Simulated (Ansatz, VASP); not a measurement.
**SiC: VASP beside Ansatz**

```
CELL_PARAMETERS angstrom
3.09194 0.00000 0.00000
-1.54597 2.67770 0.00000
0.00000 0.00000 5.07429
ATOMIC_POSITIONS crystal
Si 0.33333 0.66667 0.49958
Si 0.66667 0.33333 0.99958
C 0.33333 0.66667 0.87542
C 0.66667 0.33333 0.37542
```

Alike in both runs: functional PBE; k mesh 12 × 12 × 6; occupations gaussian, width 0.02 eV; no spin polarisation.

Ansatz relaxed the structure, and its values are those at the end. VASP's run is a single point on that final structure, the one shown.

|  | VASP | Ansatz |
| --- | --- | --- |
| version | VASP 6.6.1 | Ansatz 0.2.0 |
| potentials or method | VASP PAW PBE potentials, release 64 (Si, C) | scalar-relativistic, plane waves, PAW |
| plane-wave cutoff (eV) | 520 | 420 |
| valence electrons in the cell | 16 | 16 |

|  | VASP | Ansatz | Ansatz less VASP |
| --- | --- | --- | --- |
| gap on the k mesh at the Fermi level (eV) | 2.30 | 2.31 | +0.004 |
| least direct gap on the mesh (eV) | 3.94 | 3.94 | +0.003 |
| pressure (GPa) | 0.0 | 0.0 | +0.05 |

A k mesh can miss the band edges.
